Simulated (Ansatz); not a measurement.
Crystal: Te2Mo.

```
CELL_PARAMETERS angstrom
6.34645 0.00000 0.00000
0.00000 3.49422 0.00000
-0.54903 0.00000 14.85616
ATOMIC_POSITIONS crystal
Te 0.06309 0.50000 0.40139
Te 0.93626 0.00000 0.59892
Te 0.56720 0.00000 0.36206
Te 0.43254 0.50000 0.63827
Te 0.09105 0.00000 0.13792
Te 0.90945 0.50000 0.86175
Te 0.58109 0.50000 0.09855
Te 0.41935 0.00000 0.90115
Mo 0.31969 0.00000 0.50683
Mo 0.67978 0.50000 0.49352
Mo 0.18149 0.50000 0.00653
Mo 0.81900 0.00000 0.99309
```

The cell is a database's computed one.

* Program: Ansatz 0.2.0
* Task: relaxation of cell and atoms
* Functional: RPBE
* Dispersion: D4
* Potentials or basis: Ansatz PAW
* Cutoff: 420 eV (not typed: the program's choice for these potentials)
* k mesh: 4 × 8 × 2
* Occupations: fermi-dirac, width 0.05 eV
* Spin: no spin polarisation

At the start: volume 27.45 Å³/atom.

Q: Where does the relaxation end?

A: It ends after 11 steps and the volume is 23.68 Å³/atom (-13.7 %); space group P2_1/m (No. 11, to 0.05 Å).

Step by step:
| step | energy change (eV) | largest force (eV/Å) | volume (Å³) |
| --- | --- | --- | --- |
| 1 | 0.0000 | 0.2273 | 329.45 |
| 2 | -0.1161 | 0.1914 | 290.03 |
| 3 | -0.4504 | 0.5690 | 286.36 |
| 4 | -0.6177 | 0.3436 | 292.63 |
| 5 | -0.6614 | 0.3403 | 287.18 |
| 6 | -0.6930 | 0.1543 | 283.63 |
| 7 | -0.7007 | 0.1536 | 284.52 |
| 8 | -0.7035 | 0.0211 | 284.29 |
| 9 | -0.7039 | 0.0094 | 284.31 |
| 10 | -0.7040 | 0.0015 | 284.19 |
| 11 | -0.6970 | 0.0014 | 284.19 |

Final structure:
```cif
data_structure
_symmetry_space_group_name_H-M 'P 1'
_symmetry_Int_Tables_number 1
_cell_length_a 6.3021
_cell_length_b 3.4592
_cell_length_c 13.0723
_cell_angle_alpha 90.000
_cell_angle_beta 94.256
_cell_angle_gamma 90.000
_cell_volume 284.19
loop_
_atom_site_label
_atom_site_type_symbol
_atom_site_fract_x
_atom_site_fract_y
_atom_site_fract_z
_atom_site_occupancy
Te1 Te 0.05283 0.50000 0.39112 1
Te2 Te 0.94715 0.00000 0.60889 1
Te3 Te 0.55715 0.00000 0.34253 1
Te4 Te 0.44283 0.50000 0.65748 1
Te5 Te 0.09697 0.00000 0.15817 1
Te6 Te 0.90305 0.50000 0.84183 1
Te7 Te 0.58929 0.50000 0.10839 1
Te8 Te 0.41073 0.00000 0.89160 1
Mo1 Mo 0.31936 0.00000 0.50616 1
Mo2 Mo 0.68062 0.50000 0.49384 1
Mo3 Mo 0.18303 0.50000 0.00808 1
Mo4 Mo 0.81699 0.00000 0.99191 1
```

Caveat: the plane-wave basis is chosen anew once the cell has moved, so the energies of steps on either side of that aren't comparable; the PAW data sets come from PBE, with cores solved anew for the run's functional, which leaves a small shift of forces and pressure.
